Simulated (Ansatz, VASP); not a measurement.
# KBr in VASP and in Ansatz

The input POSCAR:

```
KBr
1.0
    3.9285402493      0.0000000000      0.0000000000
    0.0000000000      3.9285402493      0.0000000000
    0.0000000000      0.0000000000      3.9762553130
K Br
1 1
Direct
    0.0000000000      0.0000000000      0.0000000000
    0.5000000000      0.5000000000      0.5000000000
```

File INCAR.step1:

```
ALGO     = Normal         # electronic algorithm
EDIFF    = 1E-4           # SCF threshold, eV
ENCUT    = 520            # plane-wave cutoff, eV
GGA      = PE             # functional
ISMEAR   = 0              # smearing method
LASPH    = T              # aspherical terms in the spheres
LCHARG   = F              # write CHGCAR
LREAL    = F              # projectors in reciprocal space
LWAVE    = T              # write WAVECAR
NBANDS   = 15             # bands
NELM     = 60             # most SCF steps
PREC     = Accurate       # precision mode
SIGMA    = 0.01           # smearing width, eV
```

The input INCAR.step2:

```
ALGO     = Normal         # electronic algorithm
EDIFF    = 1E-6           # SCF threshold, eV
ENCUT    = 520            # plane-wave cutoff, eV
ISIF     = 2              # what is computed and relaxed
ISMEAR   = 0              # smearing method
ISTART   = 1            
LASPH    = T              # aspherical terms in the spheres
LCHARG   = T              # write CHGCAR
LELF     = T              # ELF
LMIXTAU  = T            
LREAL    = F              # projectors in reciprocal space
LVHAR    = T            
LWAVE    = F              # write WAVECAR
METAGGA  = R2SCAN         # meta-GGA
NBANDS   = 15             # bands
NELM     = 60             # most SCF steps
PREC     = Accurate       # precision mode
SIGMA    = 0.01           # smearing width, eV
```

KPOINTS

```
k-points
0
Gamma
  6 6 6
```

Input for Ansatz:

```yaml
crystal:
  lattice:
    - [3.9285402493, 0.0, 0.0]
    - [0.0, 3.9285402493, 0.0]
    - [0.0, 0.0, 3.976255313]
  atoms:
    - { symbol: K, position: [0.0, 0.0, 0.0] }
    - { symbol: Br, position: [0.5, 0.5, 0.5] }
kpoints:
  mp_grid: { grid: [6, 6, 6] }
  band_path:
    path:
      - [0.0, 0.0, 0.0]
      - [0.0, 0.5, 0.0]
      - [0.5, 0.5, 0.0]
      - [0.5, 0.5, 0.5]
      - [0.0, 0.5, 0.5]
    npoints: 1
hamiltonian:
  xc: r2scan
scf:
  occupations: { method: fixed }
  n_extra_bands: 4
output:
  forces: true
  stress: true
  eigenvalues: true
  write_density: true
  write_potential: true
  elf: true
  volumetric_format: npy
```

Change from the starting cell: biaxial_xy strain -1.2%.

Alike in both runs: task single point; functional r2SCAN; k mesh 6 × 6 × 6; no spin polarisation.

```csv
,VASP,Ansatz
version,VASP 6.6.1,Ansatz 0.2.0
potentials or method,"VASP PAW PBE potentials, release 64 (K_sv, Br)","plane waves, PAW"
plane-wave cutoff (eV),520,500
occupations,"gaussian, width 0.01 eV",fixed
valence electrons in the cell,16,16
```

VASP gave:

* gap on the k mesh at the Fermi level (eV): 4.84
* pressure (GPa): 0.5
* largest component of the traceless stress (GPa): 0.33

Task: Estimate Ansatz's values.

Result: gap on the k mesh at the Fermi level (eV): 4.83; pressure (GPa): 0.5; largest component of the traceless stress (GPa): 0.33.

Caveats: the PAW data sets were made with another functional, which shifts forces and pressure a little (VASP). A k mesh can miss the band edges.
